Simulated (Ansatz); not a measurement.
Crystal: BaTiO3.

```
CELL_PARAMETERS angstrom
4.00730 0.00000 0.00000
0.00000 4.00730 0.00000
0.00000 0.00000 4.00730
ATOMIC_POSITIONS crystal
Ba 0.50903 0.45529 0.50668
Ti 0.94374 0.06998 0.95431
O 0.52053 0.00683 0.05543
O 0.01265 0.49197 0.05272
O 0.01405 0.97593 0.43085
```

Base run:

* Program: Ansatz 0.2.0
* Functional: BLYP
* Potentials or basis: Ansatz PAW
* Cutoff: 420 eV (not typed: the program's choice for these potentials)
* k mesh: 7 × 7 × 7
* Occupations: fermi-dirac, width 0.05 eV
* Spin: no spin polarisation

Its results: band gap on the k mesh 2.79 eV, indirect (least direct gap 2.96 eV); pressure 17.5 GPa; largest force 4.462 eV/Å.

Problem. The run is repeated on the same cell with these changes: functional from BLYP to PBEsol. What comes out?

Solution. Band gap on the k mesh 2.78 eV, indirect (least direct gap 2.96 eV); pressure 5.7 GPa; largest force 4.216 eV/Å.

PBEsol binds more tightly than BLYP, so the same cell stands under less pressure.

Caveats: spin-orbit coupling is left out, which moves the levels of the heavy elements; the PAW data sets come from PBE, with cores solved anew for the run's functional, which leaves a small shift of forces and pressure; forces of over 1 eV/Å show positions far from the minimum, so gaps and moduli don't describe the material at rest; so large a pressure means that the cell lies far from this level's equilibrium, or that cutoff or potentials fall short (some runs).
